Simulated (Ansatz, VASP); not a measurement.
**Two plane-wave programs on SiNi3**

INCAR

```
  ALGO = Normal
  EDIFF = 1E-7
  ENCUT = 520
  GGA = PE
  ISIF = 2
  ISMEAR = -1
  ISPIN = 2
  LASPH = True
  LCHARG = True
  LELF = True
  LMAXMIX = 4
  LORBIT = 11
  LREAL = False
  LVHAR = True
  LWAVE = False
  MAGMOM = 1 1 1 0
  NBANDS = 29
  NELM = 100
  PREC = Accurate
  SIGMA = 0.05
```

File KPOINTS:

```
k-points
0
Gamma
  8 8 8
```

The input POSCAR:

```
SiNi3
1.0
    3.5420000000      0.0000000000      0.0000000000
    0.0000000000      3.5420000000      0.0000000000
    0.0000000000      0.0000000000      3.5420000000
Ni Si
3 1
Direct
    0.5000000000      0.5000000000      0.0000000000
    0.5000000000      0.0000000000      0.5000000000
    0.0000000000      0.5000000000      0.5000000000
    0.0000000000      0.0000000000      0.0000000000
```

The input input.yaml:

```yaml
crystal:
  lattice:
    - [3.542, 0.0, 0.0]
    - [0.0, 3.542, 0.0]
    - [0.0, 0.0, 3.542]
  atoms:
    - { symbol: Ni, position: [0.5, 0.5, 0.0], spin: 1.0 }
    - { symbol: Ni, position: [0.5, 0.0, 0.5], spin: 1.0 }
    - { symbol: Ni, position: [0.0, 0.5, 0.5], spin: 1.0 }
    - { symbol: Si, position: [0.0, 0.0, 0.0] }
hamiltonian:
  xc: pbe
  pseudopotentials: { kind: paw }
magnetization:
  spin_polarized: true
kpoints:
  mp_grid: { grid: [8, 8, 8] }
scf:
  occupations: { method: fermi_dirac, width: 0.05 }
output:
  forces: true
  stress: true
  eigenvalues: true
```

Alike in both runs: task single point; functional PBE; k mesh 8 × 8 × 8; occupations fermi-dirac, width 0.05 eV; collinear spin, ferromagnetic start.

|  | VASP | Ansatz |
| --- | --- | --- |
| version | VASP 6.6.1 | Ansatz 0.2.0 |
| potentials or method | VASP PAW PBE potentials, release 64 (Ni, Si) | Ansatz PAW |
| plane-wave cutoff (eV) | 520 | 420 |
| valence electrons in the cell | 34 | 58 |

Ansatz gave:

| Quantity | Value |
| --- | --- |
| gap on the k mesh at the Fermi level (eV) | none |
| pressure (GPa) | -6.0 |
| net moment per atom (μB) | 0.00 |

Problem. What did VASP give for the same quantities?

Solution. gap on the k mesh at the Fermi level (eV): none; pressure (GPa): -5.9; net moment per atom (μB): 0.00.

A gap of «none» marks a metal or a gap that the smearing closes. The two sets of potentials don't hold the same shells in valence.

Caveats: the starting moments weren't kept (Ansatz).
